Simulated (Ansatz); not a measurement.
The system is CdS (Greenockite).

```xyz
4
Lattice="4.1500 0.0000 0.0000 -2.0750 3.5940 0.0000 0.0000 0.0000 6.7370" Properties=species:S:1:pos:R:3 pbc="T T T"
Cd    2.0750    1.1980    3.3685
Cd    0.0000    2.3960    0.0000
S     2.0750    1.1980    5.8949
S     0.0000    2.3960    2.5264
```

* Program: Ansatz 0.2.0
* Task: relaxation of cell and atoms
* Functional: PBEsol
* Dispersion: D3(BJ)
* Potentials or basis: Ansatz PAW
* Cutoff: 420 eV (not typed: the program's choice for these potentials)
* k mesh: 7 × 7 × 4
* Occupations: fermi-dirac, width 0.05 eV
* Spin: no spin polarisation

At the start: volume 25.12 Å³/atom.

Q: Where does the relaxation end?

A: It ends after 4 steps and the volume is 24.01 Å³/atom (-4.4 %); space group P6_3mc (No. 186, to 0.05 Å).

Step by step:
```
step  energy change (eV)  largest force (eV/Å)  volume (Å³)
   1              0.0000                0.0646       100.48
   2             -0.0409                0.0160        95.77
   3             -0.0411                0.0058        96.02
   4             -0.0404                0.0058        96.02
```

Final structure:
```yaml
crystal:
  lattice:
    - [4.08296, 0.00000, 0.00000]
    - [-2.04148, 3.53595, 0.00000]
    - [0.00000, 0.00000, 6.65100]
  atoms:
    - { symbol: Cd, position: [0.66667, 0.33333, 0.49949] }
    - { symbol: Cd, position: [0.33333, 0.66667, 0.99949] }
    - { symbol: S, position: [0.66667, 0.33333, 0.87551] }
    - { symbol: S, position: [0.33333, 0.66667, 0.37551] }
```

Caveat: the plane-wave basis is chosen anew once the cell has moved, so the energies of steps on either side of that aren't comparable; the PAW data sets come from PBE, with cores solved anew for the run's functional, which leaves a small shift of forces and pressure.
